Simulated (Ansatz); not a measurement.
P: stiffness from a series of strains

```
CELL_PARAMETERS angstrom
4.27290 0.00000 0.00000
0.00000 4.27290 0.00000
0.00000 0.00000 4.37800
ATOMIC_POSITIONS crystal
P 0.00000 0.00000 0.00000
```

The conventional cell has a = 4.273 Å, b = 4.273 Å, c = 4.378 Å, α = 90.00°, β = 90.00°, γ = 90.00°. Around P (atom 1) lie 6 P at 4.27 to 4.38 Å.

The cell comes from COD entry 1534547, which wasn't checked; take it as a given geometry.

Computed with DFT, PBEsol, all-electron LAPW, scalar-relativistic (Ansatz 0.2.0).

Sampling and basis: a Γ-centred 10×10×9 k mesh, Fermi–Dirac smearing of 0.08 eV, basis error target 0.25 meV/atom, no spin polarisation.

The strain is applied along the Cartesian axes of the cell as listed (γ is the engineering shear, twice εxy = εyz = εzx). Fractional coordinates are held (clamped ions).

σ is the change of stress from the unstrained cell, which is at -3.78 GPa; tension is positive, so slopes are stress–strain coefficients at that pressure. In a metal the k mesh adds noise.

Only quantities that a quadratic follows smoothly over the whole series are listed; rougher ones are left out.

| γ | σxy (GPa) | σyz (GPa) |
| --- | --- | --- |
| -0.0200 | -0.08 | -0.07 |
| -0.0100 | -0.04 | -0.04 |
| 0.0000 | 0.00 | 0.00 |
| 0.0200 | 0.08 | 0.07 |

Fit the series and read off the stiffness at zero strain.

Least-squares fits y = p0 + p1 x + p2 x² to the rows give σxy (GPa): p1 = 4, p2 = 6.5e-14; σyz (GPa): p1 = 3.54, p2 = 4.5.

One run, at γ = 0.0100, is withheld. Predict its row.

The fits give 0.04, 0.03; the run gave 0.04, 0.04.
